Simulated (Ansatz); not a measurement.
Zn: band structure with PBEsol

Zn:

```
CELL_PARAMETERS angstrom
-1.56904 1.56904 1.56904
1.56904 -1.56904 1.56904
1.56904 1.56904 -1.56904
ATOMIC_POSITIONS crystal
Zn 0.00000 0.00000 0.00000
```

This isn't the form of Zn at room conditions, which is hcp.

| Item | Value |
| --- | --- |
| Program | Ansatz 0.2.0 |
| Task | band structure |
| Functional | PBEsol |
| Potentials or basis | all-electron LAPW, non-relativistic |
| Cutoff | 253 eV (chosen from the basis error) |
| Basis error allowed | 0.001 eV/atom |
| k mesh | 12 × 12 × 12 |
| Occupations | fermi-dirac, width 0.05 eV |
| Spin | no spin polarisation |

The pressure is -3.9 GPa and the band gap along the path is none (metal or under the smearing width).

Levels at the corners of the path, in eV from the Fermi level:
| point | band 6 | band 7 | band 8 | band 9 | band 10 | band 11 | band 12 | band 13 | band 14 |
| --- | --- | --- | --- | --- | --- | --- | --- | --- | --- |
| Γ | -8.09 | -8.09 | -8.09 | -7.60 | -7.60 | 19.01 | 19.01 | 19.01 | 20.23 |
| H | -8.62 | -7.35 | -7.35 | -7.35 | 4.10 | 4.10 | 4.10 | 7.98 | 8.29 |
| N | -8.38 | -7.62 | -7.57 | -7.27 | -2.73 | -0.88 | 11.21 | 12.50 | 14.92 |
| Γ | -8.09 | -8.09 | -8.09 | -7.60 | -7.60 | 19.01 | 19.01 | 19.01 | 20.23 |
| P | -8.18 | -8.18 | -7.56 | -7.56 | 2.16 | 2.16 | 2.16 | 2.22 | 30.93 |
| H | -8.62 | -7.35 | -7.35 | -7.35 | 4.10 | 4.10 | 4.10 | 7.98 | 8.29 |

Wall time 3.8 s on 1 thread of Arm Neoverse V2 (shared host), peak memory 0.24 GiB.
